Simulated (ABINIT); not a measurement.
**C: equation of state with revPBE+D3(BJ)**

**Measured values to compare with.**

From “Equation of state of cubic boron nitride at high pressures and temperatures”, 2007, arxiv:cond-mat/0702656, for a bulk crystal of C: bulk modulus 444.8 ± 0.8 GPa.

C:

```
C
1.0
     0.00000    1.78337    1.78337
     1.78337    0.00000    1.78337
     1.78337    1.78337    0.00000
C
2
Direct
  0.75000 0.75000 0.75000
  0.50000 0.50000 0.50000
```

This isn't the form of C at room conditions, which is graphite.

| Quantity | Value |
| --- | --- |
| Program | ABINIT 10.8.3 (patched build) |
| Task | equation of state |
| Functional | revPBE |
| Dispersion | D3(BJ) |
| Potentials or basis | JTH PAW PBE v2.0 |
| Cutoff | 544 eV |
| k mesh | 13 × 13 × 13 |
| Occupations | fermi-dirac, width 0.05 eV |
| Spin | no spin polarisation |
| Fine-grid cutoff | 1088.46 eV |
| Exchange and correlation inside the PAW spheres | full angular mesh (pawxcdev 0, this build's default; the released program takes 1) |

| Property | Result |
| --- | --- |
| Equilibrium volume | 5.61 Å³/atom |
| Bulk modulus | 448 GPa |
| Pressure derivative of the bulk modulus | 4.1 (rough: it moves with the points fitted) |

Energy against volume, from the lowest point:
```tsv
volume (Å³/atom)	energy (meV/atom)
5.332	20.30
5.445	6.39
5.558	0.00
5.672	0.53
5.785	6.78
5.899	18.55
6.012	35.53
```

Run time: 34 s on 1 thread of Arm Neoverse V1, on a shared host, peak memory 0.12 GiB.

Against the measured bulk modulus of C, 444.8 GPa (quoted in “Equation of state of cubic boron nitride at high pressures and temperatures”, 2007, arxiv:cond-mat/0702656), the calculated 448 GPa is off by +0.7 %. 3 values of this kind are on record (442 to 444.8 GPa); this one was drawn at random among those near their median, those with a stated uncertainty first. The fit is for a static lattice scaled at fixed shape and fixed fractional positions. The cell as given is a measured one (5.67 Å³/atom); revPBE+D3(BJ) puts the equilibrium volume -1.1 % from it, thermal expansion not counted.

Caveat: pressures at fixed basis lie under the slope of the energies; the PAW data sets were made with another functional, which shifts forces and pressure a little; the atomic spheres overlap.
